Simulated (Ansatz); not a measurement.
Geometry optimisation, DFT PBEsol, scalar-relativistic, plane waves, PAW in Ansatz 0.2.0.

Input file:

```yaml
crystal:
  lattice:
    - [0.0, 5.43, 5.43]
    - [5.43, 0.0, 5.43]
    - [5.43, 5.43, 0.0]
  atoms:
    - { symbol: Si, position: [0.0, 0.0, 0.0] }
    - { symbol: Si, position: [0.125, 0.125, 0.125] }
    - { symbol: Si, position: [0.0, 0.0, 0.5] }
    - { symbol: Si, position: [0.125, 0.125, 0.625] }
    - { symbol: Si, position: [0.0, 0.5, 0.0] }
    - { symbol: Si, position: [0.125, 0.625, 0.125] }
    - { symbol: Si, position: [0.0, 0.5, 0.5] }
    - { symbol: Si, position: [0.125, 0.625, 0.625] }
    - { symbol: Si, position: [0.5, 0.0, 0.0] }
    - { symbol: Si, position: [0.625, 0.125, 0.125] }
    - { symbol: Si, position: [0.5, 0.0, 0.5] }
    - { symbol: Si, position: [0.625, 0.125, 0.625] }
    - { symbol: Si, position: [0.5, 0.5, 0.0] }
    - { symbol: Si, position: [0.625, 0.625, 0.125] }
    - { symbol: Si, position: [0.5, 0.5, 0.5] }
    - { symbol: Si, position: [0.625, 0.625, 0.625] }
    - { symbol: Si, position: [0.81888971, 0.56727849, 0.81322558] }
basis:
  ecutwfc: 420.0
kpoints:
  mp_grid: { grid: [2, 2, 2] }
hamiltonian:
  xc: pbesol
  pseudopotentials: { kind: paw, azcp: { folder: soft_1 } }
scf:
  occupations: { method: gaussian, width: 0.02 }
  lower_state_search: "off"
relax:
  f_tol: 0.03
  max_steps: 60
  adjacent_minimum: "off"
```

Launched with:

```bash
$ ansatz run input.yaml --threads 1 --pin off --max-ram 3072MiB --backend cpu --events-out ev --progress --plain --runs-dir out
```

Q: Where does it end, and by what steps?

A: The run converged. Limits of this set-up: coarse k mesh, PAW files made for another functional. After 14 steps the energy has fallen by 1.072 eV; Si12 moved furthest, 0.49 Å. Joined: Si12–Si17 (3.50 → 2.58 Å).

| step | energy less start (eV) | largest force component (eV/Å) | accepted |
| --- | --- | --- | --- |
| 0 | 0.0000 | 2.766 | yes |
| 1 | -0.7449 | 1.173 | yes |
| 2 | -1.0094 | 0.137 | yes |
| 3 | -1.0276 | 0.109 | yes |
| 4 | -1.0343 | 0.067 | yes |
| 5 | -1.0356 | 0.130 | yes |
| 6 | -1.0503 | 0.064 | yes |
| 7 | -1.0554 | 0.118 | yes |
| 8 | -1.0449 | 0.273 | no |
| 9 | -1.0349 | 0.300 | no |
| 10 | -1.0657 | 0.081 | yes |
| 11 | -1.0627 | 0.115 | no |
| 12 | -1.0713 | 0.049 | yes |
| 13 | -1.0704 | 0.052 | no |
| 14 | -1.0719 | 0.012 | yes |

```xyz
17
Lattice="0.0000 5.4300 5.4300 5.4300 0.0000 5.4300 5.4300 5.4300 0.0000" Properties=species:S:1:pos:R:3
Si 0.093 -0.092 0.096
Si 1.399 1.329 1.401
Si 2.654 2.779 0.073
Si 4.104 4.033 1.401
Si 2.764 0.015 2.766
Si 4.177 1.260 4.178
Si 5.423 2.671 2.766
Si 6.668 4.199 4.274
Si 0.071 2.778 2.657
Si 1.399 4.033 4.106
Si 2.652 5.360 2.654
Si 3.788 7.072 3.790
Si 2.764 2.671 5.424
Si 4.273 4.198 6.670
Si 5.169 5.694 5.171
Si 6.666 6.596 6.667
Si 7.732 8.566 7.733
```

Run time: 74 s on 1 thread of Arm Neoverse V1, on a shared host, peak memory 0.5 GiB.
